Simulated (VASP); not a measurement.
Consider the following.

```
CELL_PARAMETERS angstrom
      0.00000     2.49000     2.49000
      2.49000     0.00000     2.49000
      2.49000     2.49000     0.00000
ATOMIC_POSITIONS crystal
  In 0.00000 0.00000 0.00000
  N  0.25000 0.25000 0.25000
```

All values below come from PBE GGA, VASP's PBE PAW potentials (set 64) (plane waves; VASP). Numerical set-up: 520 eV cut-off, 8×8×8 Γ-centred mesh, Gaussian smearing of 0.050 eV, potentials In_d N.

Energy and stress use the plane-wave basis of the starting cell.

Question: The ions, cell shape and volume are relaxed. Which structure does the run end with?

Answer: 
```
CELL_PARAMETERS angstrom
      0.00000     2.52605     2.52605
      2.52605     0.00000     2.52605
      2.52605     2.52605     0.00000
ATOMIC_POSITIONS crystal
  In 0.00000 0.00000 0.00000
  N  0.25000 0.25000 0.25000
```
Space group F-43m (216), at a tolerance of 0.03 Å.

Question: How do energy and volume change from the first to the last step?

Answer: The energy (σ→0) changes by -11.6 meV/atom and the volume by +4.4 %, in 3 ionic steps.

```json
[
 {"step": "1", "E(σ→0) (eV)": "-10.6607", "max force (eV/Å)": "0.000", "pressure (GPa)": "5.74", "volume (Å³)": "30.88"},
 {"step": "2", "E(σ→0) (eV)": "-10.6686", "max force (eV/Å)": "0.000", "pressure (GPa)": "-4.10", "volume (Å³)": "33.41"},
 {"step": "3", "E(σ→0) (eV)": "-10.6840", "max force (eV/Å)": "0.000", "pressure (GPa)": "-0.01", "volume (Å³)": "32.24"}
]
```

The compound is InN in the zinc blende structure, a metastable form; wurtzite is the usual one. This run relaxes it. Symmetry was kept, so distortions that lower it aren't found.
